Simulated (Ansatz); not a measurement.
**How much does the functional matter for the cell of BP?**

The starting cell is an entry of the Crystallography Open Database (1963):

```
CELL_PARAMETERS angstrom
0.00000 2.26900 2.26900
2.26900 0.00000 2.26900
2.26900 2.26900 0.00000
ATOMIC_POSITIONS crystal
B 0.00000 0.00000 0.00000
P 0.25000 0.25000 0.25000
```

Atoms and cell were relaxed at zero pressure with plane-wave PAW DFT (Ansatz 0.2.0; one set of PAW datasets, made under PBE, for all functionals; 420 eV, r2SCAN 500 eV; 10×10×10 Γ-centred mesh, fermi-dirac occupations of width 0.020 eV; no spin polarisation, no spin-orbit coupling, no dispersion correction), keeping the symmetry (F-43m, No. 216).

**Question.** How do the functionals compare with each other and with the entry?

**Answer.** The relaxed conventional cells:

```
functional  a (Å)  volume (Å³/atom)  formation energy (eV/atom)
       LDA  4.491             11.32                      -0.452
    PBEsol  4.520             11.54                      -0.443
       PBE  4.548             11.76                      -0.429
    r2SCAN  4.536             11.67                      -0.484
 the entry  4.538             11.68                           –
```

LDA gives the smallest volume and PBE the largest, 3.9 % more, the usual order, since LDA overbinds and PBE's gradient terms loosen the lattice. Against the entry's volume: LDA -3.1 %, PBEsol -1.2 %, PBE +0.7 %, r2SCAN -0.1 %. No verdict is drawn from this: the entry is old or was flagged in a check, so the entry may be off as well as the functionals. The formation energies span 0.05 eV an atom, lowest under r2SCAN.

Caveats: each relaxation keeps the start's symmetry, so a distorted cell may lie lower; computed cells are at 0 K with fixed nuclei, while the entry holds thermal expansion, often some tenths of a per cent in volume and more in soft crystals; formation energies are at zero smearing against the elements' usual phases under the same functional, gases as free molecules, uncorrected.
